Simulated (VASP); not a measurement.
# ZnO (zincite) (P6_3mc) in VASP: further runs

One crystal, ZnO (zincite), is run at these levels: PBE; tasks: relaxation of shape and atoms at fixed volume.

All numbers are computed with VASP 6.6.1; they aren't measurements. Logs are shortened: lines on timing, memory, paths and dates and some standing lists are left out, and cuts for length are marked.

**Measured values to compare with.**

“Electronic structure of alkaline earth and post-transition metal oxides”, 2009, arxiv:0908.1581 quotes, for a bulk crystal of ZnO: band gap 3.37 eV.

The results are compared with them further down.

## (1) The crystal as given

Symmetry: P6_3mc, No. 186, hexagonal system. Conventional cell: a = 3.287 Å, b = 3.287 Å, c = 5.300 Å, α = 90.00°, β = 90.00°, γ = 120.00°. Around Zn (site symmetry 3m) lie 4 O at 2.00 to 2.01 Å. Around O (site symmetry 3m) lie 4 Zn at 2.00 to 2.01 Å.

## (2) Relaxation of shape and atoms at fixed volume, PBE (a relaxed cell with its volume scaled by 0.96)

File INCAR:

```
SYSTEM = ZnO
PREC = Accurate ; ENCUT = 600
EDIFF = 1E-7 ; ISMEAR = 0
SIGMA = 0.03 ; LREAL = .FALSE.
LASPH = .TRUE. ; NELM = 80
ALGO = Fast ; ISIF = 4
LWAVE = .FALSE. ; LCHARG = .FALSE.
GGA = PE ; IBRION = 2
NSW = 40 ; EDIFFG = -0.01
```

File KPOINTS:

```
regular mesh
0
G
  9 9 5
  0 0 0
```

File POSCAR:

```
ZnO                                     
1.0
    3.2420830899     -0.0000000000      0.0000000000
   -1.6210415450      2.8077263170      0.0000000000
    0.0000000000     -0.0000000000      5.2287541841
  Zn              O             
     2     2
Direct
     0.3333333332999970    0.6666666667000030    0.4998270072482157
     0.6666666667000030    0.3333333332999970    0.9998270072482157
     0.6666666667000030    0.3333333332999970    0.3791829927517852
     0.3333333332999970    0.6666666667000030    0.8791829927517852
```

Potentials or basis: VASP PAW PBE potentials, release 64 (Zn, O).

The run is started by

```sh
$ cat potpaw_PBE.64/Zn/POTCAR potpaw_PBE.64/O/POTCAR > POTCAR
$ mpirun -np 1 vasp_std > vasp.out
```

OUTCAR:

```text
SYSTEM = ZnO
   PREC = Accurate
   ENCUT = 600
   EDIFF = 1E-7
   ISMEAR = 0
   LREAL = .FALSE.
   LASPH = .TRUE.
   NELM = 80
   ISIF = 4
   GGA = PE
   IBRION = 2
   NSW = 40
   EDIFFG = -0.01

 ion  position               nearest neighbor table
   1  0.333  0.667  0.500-   3 1.98   3 1.98   3 1.98   4 1.98
   2  0.667  0.333  1.000-   4 1.98   4 1.98   4 1.98   3 1.98
   3  0.667  0.333  0.379-   1 1.98   1 1.98   1 1.98   2 1.98
   4  0.333  0.667  0.879-   2 1.98   2 1.98   2 1.98   1 1.98

  LATTYP: Found a hexagonal cell.
 ALAT       =     3.2420830899
 C/A-ratio  =     1.6127761193

  Lattice vectors:

 A1 = (   3.2420830899,   0.0000000000,   0.0000000000)
 A2 = (  -1.6210415450,   2.8077263170,   0.0000000000)
 A3 = (   0.0000000000,   0.0000000000,   5.2287541841)

Analysis of symmetry for initial positions (statically):
=====================================================================
 Subroutine PRICEL returns:
 Original cell was already a primitive cell.

 Routine SETGRP: Setting up the symmetry group for a
 hexagonal supercell.

 Subroutine GETGRP returns: Found 12 space group operations
 (whereof  6 operations were pure point group operations)
 out of a pool of 24 trial point group operations.

The static configuration has the point symmetry C_3v.
 The point group associated with its full space group is C_6v.

Analysis of symmetry for dynamics (positions and initial velocities):
=====================================================================
 Subroutine PRICEL returns:
 Original cell was already a primitive cell.

 Routine SETGRP: Setting up the symmetry group for a
 hexagonal supercell.

 Subroutine GETGRP returns: Found 12 space group operations
 (whereof  6 operations were pure point group operations)
 out of a pool of 24 trial point group operations.

The dynamic configuration has the point symmetry C_3v.
 The point group associated with its full space group is C_6v.

 Subroutine INISYM returns: Found 12 space group operations
 (whereof  6 operations are pure point group operations),
 and found     1 'primitive' translations

----------------------------------------------------------------------------------------

                                     Primitive cell

  volume of cell :      47.5967

  direct lattice vectors                    reciprocal lattice vectors
     3.242083090  0.000000000  0.000000000     0.308443668  0.178080035  0.000000000
    -1.621041545  2.807726317  0.000000000     0.000000000  0.356160069  0.000000000
     0.000000000  0.000000000  5.228754184     0.000000000  0.000000000  0.191250146

  length of vectors
     3.242083090  3.242083090  5.228754184     0.356160069  0.356160069  0.191250146

  position of ions in fractional coordinates (direct lattice)
     0.333333333  0.666666667  0.499827007
     0.666666667  0.333333333  0.999827007
     0.666666667  0.333333333  0.379182993
     0.333333333  0.666666667  0.879182993

  ion indices of the primitive-cell ions
   primitive index   ion index
                 1           1
                 2           2
                 3           3
                 4           4

----------------------------------------------------------------------------------------

 KPOINTS: regular mesh

Automatic generation of k-mesh.
 Grid dimensions read from file:
 generate k-points for:    9    9    5

 Generating k-lattice:

  Cartesian coordinates                     Fractional coordinates (reciprocal lattice)
     0.034271519  0.019786671  0.000000000     0.111111111  0.000000000  0.000000000
     0.000000000  0.039573341  0.000000000     0.000000000  0.111111111  0.000000000
     0.000000000  0.000000000  0.038250029     0.000000000  0.000000000  0.200000000

  Length of vectors
     0.039573341  0.039573341  0.038250029

  Shift w.r.t. Gamma in fractional coordinates (k-lattice)
     0.000000000  0.000000000  0.000000000

 Subroutine IBZKPT returns following result:
 ===========================================

 Found     36 irreducible k-points:

 Following reciprocal coordinates:
            Coordinates               Weight
  0.000000  0.000000  0.000000      1.000000
  0.111111  0.000000  0.000000      6.000000
  0.222222 -0.000000  0.000000      6.000000
  0.333333  0.000000  0.000000      6.000000
  0.444444 -0.000000  0.000000      6.000000
  0.111111  0.111111  0.000000      6.000000
[... 16 lines left out ...]
  0.333333  0.222222  0.200000     24.000000
  0.333333  0.333333  0.200000      4.000000
 [... further k-points ...]
   k-points           NKPTS =     36   k-points in BZ     NKDIM =     36   number of bands    NBANDS=     22
   number of dos      NEDOS =    301   number of ions     NIONS =      4
   total plane-waves  NPLWV =  32928
   dimension x,y,z NGX =    28 NGY =   28 NGZ =   42
   dimension x,y,z NGXF=    56 NGYF=   56 NGZF=   84
   ions per type =               2   2
   NGX,Y,Z   is equivalent  to a cutoff of  14.36, 14.36, 13.35 a.u.
   NGXF,Y,Z  is equivalent  to a cutoff of  28.72, 28.72, 26.71 a.u.
 SYSTEM =  ZnO
   PREC   = accura    normal or accurate (medium, high low for compatibility)
   ISTART =      0    job   : 0-new  1-cont  2-samecut
   ICHARG =      2    charge: 1-file 2-atom 10-const
   ISPIN  =      1    spin polarized calculation?
   LNONCOLLINEAR =      F non collinear calculations
   LSORBIT =      F    spin-orbit coupling
   LASPH  =      T    aspherical Exc in radial PAW
   ENCUT  =  600.0 eV  44.10 Ry    6.64 a.u.   6.48  6.48 10.44*2*pi/ulx,y,z
   NELM   =     80;   NELMIN=  2; NELMDL= -5     # of ELM steps
   EDIFF  = 0.1E-06   stopping-criterion for ELM
   LREAL  =      F    real-space projection
   EDIFFG = -.1E-01   stopping-criterion for IOM
   NSW    =     40    number of steps for IOM
   IBRION =      2    ionic relax: 0-MD 1-quasi-New 2-CG
   NFREE  =      1    steps in history (QN), initial steepest desc. (CG)
   ISIF   =      4    stress and relaxation
   ISYM   =      2    0-nonsym 1-usesym 2-fastsym
   POTIM  = 0.5000    time-step for ionic-motion
   TEBEG  =    0.0;   TEEND  =   0.0 temperature during run
   PSTRESS=    0.0 pullay stress
   NELECT =      36.0000    total number of electrons
   NUPDOWN=      -1.0000    fix difference up-down
   EMIN   =  10.00;   EMAX   =-10.00  energy-range for DOS
   EFERMI =   0.00;   METHOD = LEGACY
   ISMEAR =     0;   SIGMA  =   0.03  broadening in eV -4-tet -1-fermi 0-gaus
   EFERMI_NEDOS =   21; number of points for ismear=-14 and -15
   IALGO  =     68    algorithm
   IMIX   =      4    mixing-type and parameters
     AMIX     =   0.40;   BMIX     =  1.00
     AMIX_MAG =   1.60;   BMIX_MAG =  1.00
  volume/ion in A,a.u.               =      11.90        80.30
  Fermi-wavevector in a.u.,A,eV,Ry     =   1.491592  2.818700 30.270864  2.224846
  Thomas-Fermi vector in A             =   2.604227
   LORBIT       =      0    0 simple, 1 ext, 2 COOP (PROOUT), +10 PAW based schemes
   GGA     = PE    functional components
   LHFCALC =     F    Hartree Fock is set to
   AEXX    =    0.0000 exact exchange contribution
   IVDW    =     0    specifies the selected vdW correction
   LEPSILON=     F    determine dielectric tensor
   LRPA    =     F    only Hartree local field effects (RPA)
 conjugate gradient relaxation of ions
 non-spin polarized calculation
 RMM-DIIS sequential band-by-band and
 Gauss-broadening in eV      SIGMA  =   0.03
  energy-cutoff  :      600.00
  volume of cell :       47.60
 maximum number of plane-waves:      1623
 NGX is ok and might be reduce to    28
   NGX = 13   NGY = 13   NGZ = 21

 number of electron      36.0000010 magnetization

 Free energy of the ion-electron system (eV)
  ---------------------------------------------------
  ext. energy  EPLUGINS =         0.00000000
  ---------------------------------------------------
  free energy    TOTEN  =       -17.82749305 eV

  energy without entropy =      -17.82749305  energy(sigma->0) =      -17.82749305

 E-fermi :   1.3532     XC(G=0): -10.9118

 val. band max:        1.2066110330   @ k =   0.0000   0.0000   0.0000
 cond. band min:       1.9881204644   @ k =   0.0000   0.0000   0.0000
 fundamental gap:      0.7815094314
 Fermi energy:         1.3532227885

 k-point     1 :       0.0000    0.0000    0.0000
  band No.  band energies     occupation
      1     -16.8894      2.00000
      2     -16.1690      2.00000
      3      -4.4937      2.00000
      4      -4.4937      2.00000
      5      -4.4460      2.00000
      6      -4.4392      2.00000
[... 14 lines left out ...]
     21       9.4020      0.00000
     22      14.1113      0.00000

 k-point     2 :       0.1111    0.0000    0.0000
  band No.  band energies     occupation
      1     -16.8218      2.00000
      2     -16.1389      2.00000
      3      -4.5717      2.00000
      4      -4.4545      2.00000
      5      -4.4060      2.00000
      6      -4.3528      2.00000
[... 14 lines left out ...]
     21       9.3971      0.00000
     22      12.9292      0.00000

 k-point     3 :       0.2222   -0.0000    0.0000
  band No.  band energies     occupation
      1     -16.6416      2.00000
      2     -16.0670      2.00000
      3      -4.7215      2.00000
      4      -4.3977      2.00000
      5      -4.3629      2.00000
      6      -4.2569      2.00000
[... 14 lines left out ...]
     21       9.3645      0.00000
     22      11.2245      0.00000
[... 476 lines left out ...]
 k-point    23 :       0.3333    0.2222    0.2000
  band No.  band energies     occupation
      1     -16.1262      2.00000
      2     -15.9979      2.00000
      3      -4.5832      2.00000
      4      -4.4079      2.00000
      5      -4.2353      2.00000
      6      -4.0300      2.00000
[... 14 lines left out ...]
     21       9.3644      0.00000
     22       9.8275      0.00000

 k-point    24 :       0.3333    0.3333    0.2000
  band No.  band energies     occupation
      1     -16.0359      2.00000
      2     -16.0359      2.00000
      3      -4.4978      2.00000
      4      -4.2762      2.00000
      5      -4.2762      2.00000
      6      -3.9362      2.00000
[... 14 lines left out ...]
     21       8.9822      0.00000
     22       9.3412      0.00000

 [... further k-points ...]

------------------------ aborting loop because EDIFF is reached ----------------------------------------

  FORCE on cell =-STRESS in cart. coord.  units (eV):
  Direction    XX          YY          ZZ          XY          YZ          ZX
  --------------------------------------------------------------------------------------
  -------------------------------------------------------------------------------------
  Total        1.7018860      1.7018860      1.6985983     -0.0000000      0.0000000      0.0000000
  in kB       57.2880312     57.2880312     57.1773642     -0.0000000      0.0000000      0.0000000
  external PRESSURE =      57.2511422 kB  Pullay stress =       0.0000000 kB

 VOLUME and BASIS-vectors are now :
 -----------------------------------------------------------------------------
  energy-cutoff  :      600.00
  volume of cell :       47.60
      direct lattice vectors                 reciprocal lattice vectors
     3.242083090  0.000000000  0.000000000     0.308443668  0.178080035  0.000000000
    -1.621041545  2.807726317  0.000000000     0.000000000  0.356160069  0.000000000
     0.000000000  0.000000000  5.228754184     0.000000000  0.000000000  0.191250146

 POSITION                                       TOTAL-FORCE (eV/Angst)
 -----------------------------------------------------------------------------------
     -0.00000      1.87182      2.61347         0.000000     -0.000000      0.004546
      1.62104      0.93591      5.22785        -0.000000      0.000000      0.004546
      1.62104      0.93591      1.98265         0.000000      0.000000     -0.004546
     -0.00000      1.87182      4.59703        -0.000000      0.000000     -0.004546
 -----------------------------------------------------------------------------------
    total drift:                                0.000000      0.000000     -0.000701

  FREE ENERGIE OF THE ION-ELECTRON SYSTEM (eV)
  ---------------------------------------------------
  free  energy   TOTEN  =       -17.8274930470 eV

  energy  without entropy=      -17.8274930470  energy(sigma->0) =      -17.82749305

 reached required accuracy - stopping structural energy minimisation
```

Wall time 45 s (1 thread of Intel Xeon Platinum 8375C at 2.90GHz (Ice Lake), shared host); peak memory 0.19 GiB.

Results:

```
Free energy                  : -17.8275 eV
Pressure after relaxing      : 5.7 GPa
Largest force after relaxing : 0.005 eV/Å
Band gap on the k mesh       : 0.78 eV, direct
```

Forces in eV/Å, atoms in the order of the input:
```
Zn   0.000  0.000  0.005
Zn   0.000  0.000  0.005
O    0.000  0.000 -0.005
O    0.000  0.000 -0.005
```

Final structure:
```
CELL_PARAMETERS angstrom
3.24208 0.00000 0.00000
-1.62104 2.80773 0.00000
0.00000 0.00000 5.22875
ATOMIC_POSITIONS crystal
Zn 0.33333 0.66667 0.49983
Zn 0.66667 0.33333 0.99983
O 0.66667 0.33333 0.37918
O 0.33333 0.66667 0.87918
```

Levels at points of the mesh, in eV from the valence-band top:
```tsv
k point	band 14	band 15	band 16	band 17	band 18	band 19	band 20	band 21	band 22
(0.00, 0.00, 0.00)	-0.79	-0.79	-0.09	0.00	0.00	0.78	5.22	8.20	12.90
```

Caveat: the relaxation stopped at its first step, so nothing moved.

## (3) Relaxation of shape and atoms at fixed volume, PBE (a relaxed cell with its volume scaled by 0.98)

INCAR is that of step 2.

KPOINTS is that of step 2.

POSCAR, as its differences from that of step 2:

```diff
@@ -2,5 +2,5 @@
 1.0
-    3.2420830899     -0.0000000000      0.0000000000
-   -1.6210415450      2.8077263170      0.0000000000
-    0.0000000000     -0.0000000000      5.2287541841
+    3.2644429902     -0.0000000000      0.0000000000
+   -1.6322214951      2.8270905587      0.0000000000
+    0.0000000000     -0.0000000000      5.2648156973
   Zn              O
```

Potentials or basis: VASP PAW PBE potentials, release 64 (Zn, O).

The run is started by

```sh
$ cat potpaw_PBE.64/Zn/POTCAR potpaw_PBE.64/O/POTCAR > POTCAR
$ mpirun -np 1 vasp_std > vasp.out
```

Run time: 45 s. Hardware: 1 thread of Intel Xeon Platinum 8375C at 2.90GHz (Ice Lake), shared host; peak memory 0.2 GiB.

It converged, with:

```
Free energy                  : -17.8556 eV
Pressure after relaxing      : 2.7 GPa
Largest force after relaxing : 0.004 eV/Å
Band gap on the k mesh       : 0.75 eV, direct
```

Forces on the atoms (eV/Å):
```
Zn   0.000  0.000  0.004
Zn   0.000  0.000  0.004
O    0.000  0.000 -0.004
O    0.000  0.000 -0.004
```

Final structure:
```xyz
4
Lattice="3.2644 0.0000 0.0000 -1.6322 2.8271 0.0000 0.0000 0.0000 5.2648" Properties=species:S:1:pos:R:3 pbc="T T T"
Zn    0.0000    1.8847    2.6315
Zn    1.6322    0.9424    5.2639
O     1.6322    0.9424    1.9963
O     0.0000    1.8847    4.6287
```

Levels at points of the mesh, in eV from the valence-band top:
```tsv
k point	band 15	band 16	band 17	band 18	band 19	band 20	band 21	band 22
(0.00, 0.00, 0.00)	-0.77	-0.08	0.00	0.00	0.75	5.15	8.13	12.80
```

Caveat: the relaxation stopped at its first step, so nothing moved.

(Part 1 of 2 ends here.)
